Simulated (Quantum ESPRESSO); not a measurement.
## PbS: single point with PBE

PbS:

```
Pb S
1.0
     2.07995   -5.99130    0.00000
     2.07995    5.99130    0.00000
     0.00000    0.00000    4.27932
Pb S
2 2
Direct
  0.13056 0.86944 0.25000
  0.86944 0.13056 0.75000
  0.35480 0.64520 0.25000
  0.64520 0.35480 0.75000
```

Measurements of this composition are mostly on another form, of space group No. 225.

- Program: Quantum ESPRESSO 7.5
- Task: single point
- Functional: PBE
- Potentials or basis: SSSP 1.3 efficiency PBE
- Cutoff: 748 eV
- Density cutoff: 5987 eV
- k mesh: 7 × 7 × 6
- Occupations: fermi-dirac, width 0.05 eV
- Spin: no spin polarisation
- Mixing beta: 0.5
- Most SCF iterations: 120
- SCF threshold: 8e-10 Ry

```json
{"Pressure": "1.1 GPa", "Largest force": "0.126 eV/Å", "Band gap on the k mesh": "1.25 eV, indirect (least direct gap 1.43 eV)"}
```

Forces in eV/Å, atoms in the order of the input:
```
Pb   0.000  0.092  0.000
Pb   0.000 -0.092  0.000
S    0.000 -0.126  0.000
S    0.000  0.126  0.000
```

Stress tensor (GPa, compression positive):
```
0.91 0.00 0.00
0.00 1.43 0.00
0.00 0.00 0.85
```

Levels at points of the mesh, in eV from the valence-band top:
```tsv
k point	band 16	band 17	band 18	band 19	band 20	band 21	band 22	band 23	band 24	band 25
(0.00, 0.00, 0.00)	-2.86	-2.30	-1.57	-1.39	-0.42	4.73	4.80	4.95	5.65	5.87
(0.00, 0.00, -0.50)	-2.65	-1.04	-1.04	-0.05	-0.05	1.90	1.90	2.86	2.86	5.06
```

Run time: 2.3 min on 2 MPI ranks on Arm Neoverse V2 (shared host), peak memory 0.68 GiB a rank.

Caveat: spin-orbit coupling is left out, which as a rule narrows the gap of such compounds by several tenths of an eV; an odd mesh through Γ misses points on the zone boundary, where band edges often lie.
